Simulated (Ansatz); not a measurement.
Compare A (`O=C1CCCO1`) with its isomer B (`O=CCC1CO1`).

Computed with Ansatz on PBE0-D4/def2-TZVP structures; ΔE is electronic, products minus reactants. CBS: MP2 limit from def2 TZ/QZ plus the TZ coupled-cluster correction, frozen cores. Functionals use def2-TZVPP. B3LYP here is the variant with VWN-RPA as its local correlation; programs differ in this. One conformer a species, not always the lowest.

Q: Which isomer does CCSD(T)/CBS put lower? Give the gap. (Best estimate.)

A: Computed: A, by 185.7 kJ/mol.

Q: Give E(B) − E(A) in kJ/mol with ωB97M-V, MP2/def2-TZVPP, B2PLYP, PBE0-D4, BLYP-D4, B3LYP-D4, CCSD(T)/def2-TZVPP. (Best estimate.)

A: The calculation gave: ωB97M-V 187.8, MP2/def2-TZVPP 187.6, B2PLYP 185.1, PBE0-D4 192.5, BLYP-D4 177.9, B3LYP-D4 185.0, CCSD(T)/def2-TZVPP 185.5. None reverses the order clearly.

Q: Does the order hold for the free energy at 298.15 K (harmonic terms from PBE0-D4)? (Estimate.)

A: Ansatz gave: Yes: G(B) − G(A) = +171.5 kJ/mol, for one conformer each.

Largest T1 diagnostic: 0.014.

From PBE to PBE0 (25 % exact exchange), in def2-TZVPP and without D4, E(B) − E(A) moves by +8.2 kJ/mol. The D4 term adds +3.2 kJ/mol with B3LYP and +1.4 kJ/mol with PBE0; it sums over pairs of atoms, weighted by their polarisabilities, and B3LYP, whose exchange is more repulsive, gets the larger term.
